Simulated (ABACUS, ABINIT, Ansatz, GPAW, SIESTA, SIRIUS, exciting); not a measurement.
## One calculation of Ti, 7 ways

```
Ti
1.0
     0.02177    1.99869    2.03132
     2.00646    0.00299    2.05009
     2.03951    2.05051   -0.03005
Ti
1
Direct
  0.98433 0.00381 0.00663
```

This isn't the form of Ti at room conditions, which is hcp.

The given cell was strained at random by a few per cent at fixed volume.

Alike in all runs: task single point; functional PBEsol; k mesh 11 × 11 × 11; occupations fermi-dirac, width 0.05 eV; no spin polarisation; no spin-orbit coupling. Pressure is positive in compression and, in plane waves, holds the error of the finite cutoff.

| program and potentials | plane-wave cutoff (eV) | notes | pressure (GPa) | energy over the undisturbed cell (meV/atom) |
| --- | --- | --- | --- | --- |
| Ansatz, all-electron LAPW, scalar-relativistic | - | - | -0.43 | - |
| ABACUS, PseudoDojo NC SR 0.4.1 PBEsol standard, plane waves | 1143 | - | -0.36 | 5.75 |
| SIESTA, files PseudoDojo sr-pbesol-0.4.1-standard, DZP (energy shift 0.003 Ry; two zetas on semicore shells) | - | atomic basis | 0.05 | 6.25 |
| ABINIT, PseudoDojo NC SR PBEsol v0.4.1 standard | 1143 | - | -0.36 | 5.74 |
| exciting, all-electron LAPW+lo, shipped species files, valence relativity iora* | - | - | - | 5.82 |
| SIRIUS, PseudoDojo 0.4.1 PBEsol standard (scalar relativistic) | 1152 | - | -0.36 | 5.75 |
| GPAW, PAW data sets generated for this functional | 600 | - | -0.83 | 5.82 |

The pressure spans -0.83 (GPAW, PAW data sets generated for this functional) to 0.05 GPa (SIESTA, files PseudoDojo sr-pbesol-0.4.1-standard, DZP (energy shift 0.003 Ry; two zetas on semicore shells)), with all-electron results at -0.43. Rows in atomic bases carry the error of their basis and grid, which can be large.

Differences between rows come from potentials, basis sets and numerical settings, since the functional is the same but for its coding. Runs on potential files found faulty are left out.
